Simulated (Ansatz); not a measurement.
Set up this calculation in Ansatz 0.2.0, as the native input.

```yaml
Task: single point
Functional: B3LYP
Potentials_or_basis: Ansatz PAW
Cutoff: "420 eV (not typed: the program's choice for these potentials)"
k_mesh: 5 × 5 × 5
Occupations: fermi-dirac, width 0.05 eV
Spin: no spin polarisation
```

As:

```
As
1.0
     1.88080    1.08588    3.51406
    -1.88080    1.08588    3.51406
     0.00000   -2.17176    3.51406
As
2
Direct
  0.22600 0.22600 0.22600
  0.77400 0.77400 0.77400
```

The input as run:

input

```
crystal:
  lattice:
    - [1.8807968987, 1.0858785957, 3.5140619945]
    - [-1.8807968987, 1.0858785957, 3.5140619945]
    - [0.0, -2.1717571915, 3.5140619945]
  atoms:
    - { symbol: As, position: [0.226, 0.226, 0.226] }
    - { symbol: As, position: [0.774, 0.774, 0.774] }
hamiltonian:
  xc: b3lyp
  pseudopotentials: { kind: paw }
kpoints:
  mp_grid: { grid: [5, 5, 5] }
scf:
  occupations: { method: fermi_dirac, width: 0.05 }
output:
  forces: true
  stress: true
  eigenvalues: true
```

Results of the run:

```
Pressure               : 5.7 GPa
Band gap on the k mesh : 0.58 eV, indirect (least direct gap 0.88 eV)
```

Caveat: odd divisions of the mesh miss points on the zone boundary, where band edges often lie, so the gap on the mesh can be too wide; the PAW data sets come from PBE, with cores solved anew for the run's functional, which leaves a small shift of forces and pressure; the thresholds are loose for stress.

Run time: 13 s on 1 × NVIDIA H100 80GB HBM3 with 2 threads of AMD EPYC 7R13 Processor (Zen 3), with other jobs on the host, peak memory 1.7 GiB.
